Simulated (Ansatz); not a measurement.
An element in the bcc structure gives these cold pressures by all-electron LAPW under PBE (Ansatz 0.2.0, scalar-relativistic, no spin polarisation).

```
V (Å³/atom)  P (GPa)
       6.69     0.00
       6.36    10.32
       5.69     41.8
       5.02     95.6
       4.35    189.8
       3.68    362.4
       3.01    703.7
       2.68     1009
```

Task: Which element is it?

Result: C. Its zero-pressure volume in this structure is near 6.7 Å³/atom; the volume and the steepness of P(V) together point to it, though neighbours can come close. Neighbours weren't tried against these numbers.
